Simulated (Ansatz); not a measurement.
# Si16NO30: the cost of one run

All numbers below are computed with Ansatz 0.2.0 (DFT PBEsol, plane waves, PAW, scalar-relativistic, no spin polarisation).

### Step 1. The starting structure

The cell holds 47 atoms (NO30Si16): a = 8.703 Å, b = 8.703 Å, c = 7.067 Å, α = 89.36°, β = 89.36°, γ = 89.97°.

The coordinates stand in the first input below.

### Step 2. Relaxing end A

Contents of input.yaml:

```yaml
crystal:
  lattice:
    - [0.097968, 6.15245, 6.154841]
    - [0.097968, -6.15245, 6.154841]
    - [7.0666, 0.0, 0.0]
  atoms:
    - { symbol: Si, position: [0.1781333, 0.8964234, 0.6470499] }
    - { symbol: Si, position: [0.3596662, 0.0730851, 0.1002269] }
    - { symbol: Si, position: [0.3180966, 0.6052994, 0.8532593] }
    - { symbol: Si, position: [0.1451473, 0.4255138, 0.3922873] }
    - { symbol: Si, position: [0.357429, 0.1826335, 0.5106979] }
    - { symbol: Si, position: [0.5670341, 0.3871766, 0.7288676] }
    - { symbol: Si, position: [0.1379579, 0.3227339, 0.9852796] }
    - { symbol: Si, position: [0.9344425, 0.1070195, 0.7563646] }
    - { symbol: O, position: [0.5048208, 0.0022946, -0.0040442] }
    - { symbol: O, position: [0.0112152, 0.7390762, 0.125451] }
    - { symbol: O, position: [0.4921169, 0.7609547, 0.3788808] }
    - { symbol: O, position: [0.5881299, 0.3459848, 0.9539052] }
    - { symbol: O, position: [0.4024763, 0.1581281, 0.2928537] }
    - { symbol: O, position: [0.9113801, 0.1556692, 0.5415502] }
    - { symbol: O, position: [0.0919359, 0.3471143, 0.2039385] }
    - { symbol: O, position: [0.317278, 0.0180776, 0.598294] }
    - { symbol: O, position: [0.2357893, 0.9407698, 0.153672] }
    - { symbol: O, position: [0.1924211, 0.4900989, 0.9025982] }
    - { symbol: O, position: [0.2646617, 0.5598252, 0.3445346] }
    - { symbol: O, position: [0.2770338, 0.1967859, 0.9684189] }
    - { symbol: O, position: [0.0520385, 0.9747204, 0.7832166] }
    - { symbol: O, position: [0.2219815, 0.3010736, 0.5366235] }
    - { symbol: O, position: [0.4559708, 0.5263145, 0.7183869] }
    - { symbol: Si, position: [0.6826075, 0.3917172, 0.1528836] }
    - { symbol: Si, position: [0.8535905, 0.570845, 0.6053819] }
    - { symbol: Si, position: [0.8262178, 0.1101182, 0.3382968] }
    - { symbol: Si, position: [0.6482938, 0.9227679, 0.8978903] }
    - { symbol: Si, position: [0.8600645, 0.6799381, 0.0101089] }
    - { symbol: Si, position: [0.0697866, 0.8868485, 0.2360355] }
    - { symbol: Si, position: [0.6352125, 0.8206768, 0.4838793] }
    - { symbol: Si, position: [0.4324004, 0.6160794, 0.2580191] }
    - { symbol: O, position: [0.2470621, 0.7500514, 0.7488051] }
    - { symbol: O, position: [0.0059572, 0.503001, 0.5041217] }
    - { symbol: O, position: [0.5104538, 0.2385255, 0.6254712] }
    - { symbol: O, position: [0.9958312, 0.2598299, 0.8855506] }
    - { symbol: O, position: [0.0913501, 0.8440215, 0.4572949] }
    - { symbol: O, position: [0.9110255, 0.6533422, 0.7919867] }
    - { symbol: O, position: [0.4129226, 0.6510535, 0.0419685] }
    - { symbol: O, position: [0.5982299, 0.8469233, 0.7076668] }
    - { symbol: O, position: [0.8092077, 0.5180172, 0.0990536] }
    - { symbol: O, position: [0.7267858, 0.4408957, 0.6585005] }
    - { symbol: "N", position: [0.6843209, 0.981483, 0.4040633] }
    - { symbol: O, position: [0.7648316, 0.0587537, 0.8489886] }
    - { symbol: O, position: [0.7727999, 0.6926511, 0.4656959] }
    - { symbol: O, position: [0.5578388, 0.478547, 0.288576] }
    - { symbol: O, position: [0.7229357, 0.8027655, 0.0349448] }
    - { symbol: O, position: [0.9520013, 0.0237906, 0.2135653] }
total_charge: -1
basis:
  ecutwfc: 420.0
kpoints:
  mp_grid: { grid: [1, 1, 2] }
hamiltonian:
  xc: pbesol
  pseudopotentials: { kind: paw, azcp: { folder: soft_1 } }
scf:
  occupations: { method: gaussian, width: 0.05 }
  lower_state_search: "off"
relax:
  f_tol: 0.03
  max_steps: 60
  adjacent_minimum: "off"
```

Started as:

```console
> ansatz run input.yaml --threads 2 --pin off --max-ram 5120MiB --backend cpu --events-out ev --progress --plain --runs-dir out
```

What time and memory should one allow on 2 threads of Arm Neoverse V2, shared host?

About 39 s, with a peak of 1.1 GiB.
